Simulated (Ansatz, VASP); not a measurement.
**BAs: VASP beside Ansatz**

```xyz
2
Lattice="0.0000 2.3919 2.3919 2.3919 0.0000 2.3919 2.3919 2.3919 0.0000" Properties=species:S:1:pos:R:3 pbc="T T T"
B     0.0000    0.0000    0.0000
As    1.1959    1.1959    1.1959
```

Alike in both runs: task single point; functional PBE; k mesh 10 × 10 × 10; no spin polarisation.

|  | VASP | Ansatz |
| --- | --- | --- |
| version | VASP 6.6.1 | Ansatz 0.2.0 |
| potentials or method | VASP PAW PBE potentials, release 64 (B, As) | plane waves, PAW |
| plane-wave cutoff (eV) | 520 | 420 |
| occupations | gaussian, width 0.01 eV | fixed |
| valence electrons in the cell | 8 | 18 |

Ansatz gave:

| Quantity | Value |
| --- | --- |
| gap on the k mesh at the Fermi level (eV) | 1.19 |
| pressure (GPa) | 2.2 |

Problem. What did VASP give for the same quantities?

Solution. gap on the k mesh at the Fermi level (eV): 1.18; pressure (GPa): 2.8.

The two sets of potentials don't hold the same shells in valence.

A k mesh can miss the band edges. As with any semilocal functional, this PBE gap is likely too small.
